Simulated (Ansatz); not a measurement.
# HfO2: the cost of one run

Method: DFT LDA, scalar-relativistic, in Ansatz 0.2.0.

**1. The system as given**

Symmetry: Fm-3m, No. 225, cubic system. Conventional cell: a = 5.115 Å, b = 5.115 Å, c = 5.115 Å, α = 90.00°, β = 90.00°, γ = 90.00°. Hf (site symmetry m-3m) has 8 O at 2.21 Å in its first shell of neighbours. O (site symmetry -43m) has 4 Hf at 2.21 Å in its first shell of neighbours.

As a file:

```
CELL_PARAMETERS angstrom
0.00000 2.55750 2.55750
2.55750 0.00000 2.55750
2.55750 2.55750 0.00000
ATOMIC_POSITIONS crystal
Hf 0.00000 0.00000 0.00000
O 0.25000 0.25000 0.25000
O 0.75000 0.75000 0.75000
```

Atoms are numbered in the order of the input: Hf1, O2, O3.

**2. Volume × 0.94, LAPW**

Input file input.yaml:

```yaml
crystal:
  lattice:
    - [0.0, 2.505291473, 2.505291473]
    - [2.505291473, 0.0, 2.505291473]
    - [2.505291473, 2.505291473, 0.0]
  atoms:
    - { symbol: Hf, position: [0.0, 0.0, 0.0] }
    - { symbol: O, position: [0.25, 0.25, 0.25] }
    - { symbol: O, position: [0.75, 0.75, 0.75] }
kpoints:
  mp_grid: { grid: [8, 8, 8] }
  band_path:
    path:
      - [0.0, 0.0, 0.0]
      - [0.5, 0.0, 0.5]
      - [0.625, 0.25, 0.625]
      - [0.375, 0.375, 0.75]
      - [0.0, 0.0, 0.0]
      - [0.5, 0.5, 0.5]
      - [0.5, 0.25, 0.75]
      - [0.5, 0.0, 0.5]
    npoints: 5
scf:
  occupations: { method: fermi_dirac, width: 0.01 }
hamiltonian:
  xc: lda
  pseudopotentials: { kind: all_electron, lapw: { basis_error: 0.001 } }
output:
  forces: true
  stress: true
  eigenvalues: true
```

Run with:

```sh
$ ansatz run input.yaml --threads 1 --pin off --max-ram 4096MiB --backend cpu --events-out ev --progress --plain --runs-dir out
```

Q: Estimate wall time and peak memory on 1 thread of Intel Xeon 6975P-C (Granite Rapids), shared host.

About 9.9 s, with a peak of 0.41 GiB.
